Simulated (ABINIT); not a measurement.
Input of an ABINIT 10.8.3 (patched build) run:

run.abi

```
pp_dirpath "./"
pseudos "Ge.upf"

acell 3*1.0
rprim
     0.0000000000     5.3458651312     5.3458651312
     5.3458651312     0.0000000000     5.3458651312
     5.3458651312     5.3458651312     0.0000000000
ntypat 1
znucl 32
natom 2
typat 1 1
chkprim 0
chksymtnons 0
tolsym 1.0e-6
xred
            3/4            3/4            3/4
            1/2            1/2            1/2

ecut 35.0
ecutsm 0.5

kptopt 1
ngkpt 6 6 6
nshiftk 1
shiftk 0.0 0.0 0.0

ixc -116133

nband 18
occopt 3
tsmear 0.00183747

nstep 80
tolvrs 1.0e-12

iomode 3
prteig 0
prtebands 0
prtwf 0
prtden 0

ionmov 22
optcell 2
ntime 50
tolmxf 2.0e-5
dilatmx 1.08
```

Potentials or basis: PseudoDojo NC SR PBEsol v0.4.1 standard.

Launch:

```sh
$ abinit run.abi > log 2>&1
```

Q: Predict the relaxed cell.

A: a = 4.016 Å, b = 4.016 Å, c = 4.016 Å, α = 60.00°, β = 60.00°, γ = 60.00°.

Q: What does it give for the band gap on the k mesh?

A: None (metal or under the smearing width).

Q: What does it give for the space group after relaxing (to 0.05 Å)?

A: Fd-3m (No. 227).

Final structure:
```
Ge
1.0
     0.00000    2.83974    2.83974
     2.83974    0.00000    2.83974
     2.83974    2.83974    0.00000
Ge
2
Direct
  0.75000 0.75000 0.75000
  0.50000 0.50000 0.50000
```

Caveat: this crystal is a semiconductor, whose small gap the functional closes, so the metal is an error of the method.

The cell as given is a measured one (22.64 Å³/atom); PBEsol puts the equilibrium volume +1.2 % from it, thermal expansion not counted.
